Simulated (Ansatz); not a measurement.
# SnO2: a stacking-fault curve

The task, for SnO2: slide the crystal rigidly across a (0 1 0) plane.

Method: DFT r2SCAN, scalar-relativistic, plane waves, PAW, in Ansatz 0.2.0.

1 further run of the same task is left out (set aside as unsound or not needed). Runs told in other sessions of the task aren't counted.

## 1. The structure to begin with

It takes space group P4_2/mnm (No. 136, tetragonal). Conventional cell: a = 4.760 Å, b = 4.760 Å, c = 3.201 Å, α = 90.00°, β = 90.00°, γ = 90.00°. Around Sn (site symmetry mmm) lie 6 O at 2.06 to 2.07 Å. O (site symmetry m2m) has 3 Sn at 2.06 to 2.07 Å in its first shell of neighbours.

Coordinates:

```
CELL_PARAMETERS angstrom
0.00000 0.00000 -3.20071
-4.75982 0.00000 0.00000
0.00000 9.52012 0.00000
ATOMIC_POSITIONS crystal
Sn 0.50000 0.50000 0.25000
Sn 0.50000 0.50000 0.75000
Sn 0.00000 0.00000 0.50000
Sn 0.00000 0.00000 0.00000
O 0.00000 0.69414 0.15298
O 0.00000 0.69414 0.65298
O 0.50000 0.19414 0.09702
O 0.50000 0.19414 0.59702
O 0.50000 0.80586 0.40298
O 0.50000 0.80586 0.90298
O 0.00000 0.30586 0.34702
O 0.00000 0.30586 0.84702
```

It goes back to an entry of the Materials Project.

It is built from the cell relaxed beforehand with the same method (12.09 Å³/atom).

## 2. Zero of the scan

The input, input.yaml:

```yaml
crystal:
  lattice:
    - [0.0, 0.0, -3.200710759]
    - [-4.7598182097, 0.0, 0.0]
    - [0.0, 9.5201150501, 0.0]
  atoms:
    - { symbol: Sn, position: [0.5, 0.5, 0.25] }
    - { symbol: Sn, position: [0.5, 0.5, 0.75] }
    - { symbol: Sn, position: [1.0, 0.0, 0.5] }
    - { symbol: Sn, position: [1.0, 0.0, 0.0] }
    - { symbol: O, position: [0.0, 0.6941376349, 0.1529791092] }
    - { symbol: O, position: [0.0, 0.6941376349, 0.6529791092] }
    - { symbol: O, position: [0.5, 0.1941376349, 0.0970208908] }
    - { symbol: O, position: [0.5, 0.1941376349, 0.5970208908] }
    - { symbol: O, position: [0.5, 0.8058623651, 0.4029791092] }
    - { symbol: O, position: [0.5, 0.8058623651, 0.9029791092] }
    - { symbol: O, position: [1.0, 0.3058623651, 0.3470208908] }
    - { symbol: O, position: [1.0, 0.3058623651, 0.8470208908] }
basis:
  ecutwfc: 500
kpoints:
  mp_grid: { grid: [8, 6, 3] }
hamiltonian:
  xc: r2scan
scf:
  occupations: { method: gaussian, width: 0.05 }
output:
  forces: true
  stress: true
  eigenvalues: true
```

Run with:

```
$ ansatz run input.yaml --threads 2 --pin off --max-ram 5120MiB --backend cpu --events-out ev --progress --plain --runs-dir out
```

The session goes on with these runs: f = 0.167; f = 0.333; point f = 0.500; At f = 0.667; f = 0.833; At f = 0.083; point f = 0.250; point f = 0.417; point f = 0.583; At f = 0.750; At f = 0.917.

**Question.** What will these runs give? Wanted: largest shear traction sampled.

The runs gave:

| quantity | value |
| --- | --- |
| highest fault energy sampled | 12158 mJ/m² at f = 0.667 |
| largest shear traction sampled | 126.7 GPa |

What this shows: Of the points run, the one at f = 0.667 is highest, 12158 mJ/m². Nothing is relaxed, so these energies are upper bounds; letting the layers move apart would lower them. The gap on the mesh, 1.77 eV at the start, reads zero at f = 0.417. Where forces pass 15 eV/Å atoms stand far too close, the PAW spheres overlap strongly and those numbers are rough.

Spin-orbit coupling is left out, though the cell holds Sn; it can move the gap.
